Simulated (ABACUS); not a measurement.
A run of ABACUS 3.10.1:

Contents of INPUT:

```
INPUT_PARAMETERS
suffix              Ni
calculation         nscf
basis_type          lcao
pseudo_dir          ./
orbital_dir         ./
symmetry            -1
dft_functional      pbesol
ecutwfc             100.0
pseudo_rcut         7
nspin               2
nbands              20
ks_solver           scalapack_gvx
smearing_method     fd
smearing_sigma      0.00367493
scf_thr             1e-07
scf_nmax            100
mixing_type         broyden
mixing_beta         0.4
init_chg            file
out_band            1
```

The input STRU:

```
ATOMIC_SPECIES
Ni 58.6934 Ni.upf

NUMERICAL_ORBITAL
Ni_confined-atom_7au_3s2p2d1f.orb

LATTICE_CONSTANT
1.8897261246

LATTICE_VECTORS
0.0000000000 1.7375729330 1.7375729330
1.7375729330 0.0000000000 1.7375729330
1.7375729330 1.7375729330 0.0000000000

ATOMIC_POSITIONS
Cartesian

Ni
0.0
1
0.0000000000 0.0000000000 0.0000000000 1 1 1 mag 1
```

Contents of KPT:

```
K_POINTS
12
Line
0.00000000 0.00000000 0.00000000 10 // G
0.50000000 0.00000000 0.50000000 10 // X
0.50000000 0.25000000 0.75000000 10 // W
0.37500000 0.37500000 0.75000000 10 // K
0.00000000 0.00000000 0.00000000 10 // G
0.50000000 0.50000000 0.50000000 10 // L
0.62500000 0.25000000 0.62500000 10 // U
0.50000000 0.25000000 0.75000000 10 // W
0.50000000 0.50000000 0.50000000 10 // L
0.37500000 0.37500000 0.75000000 1 // K
0.62500000 0.25000000 0.62500000 10 // U
0.50000000 0.00000000 0.50000000 1 // X
```

Potentials or basis: PseudoDojo NC SR 0.4.1 PBEsol standard, DZP LCAO (the cutoffs set its grid).

The run is started by

```bash
$ OMP_NUM_THREADS=1 mpirun -np 4 abacus > log
```

Hardware: 4 MPI ranks on Intel(R) Xeon(R) 6975P-C (Granite Rapids), with other jobs on the host.

Task: Estimate the wall time of this run.

Result: Run time: 2.1 s on 4 MPI ranks on Intel(R) Xeon(R) 6975P-C (Granite Rapids), on a shared host, peak memory 0.36 GiB a rank. Counts: scf iterations 1, k points 102, bands 20, basis 26, ranks 4.
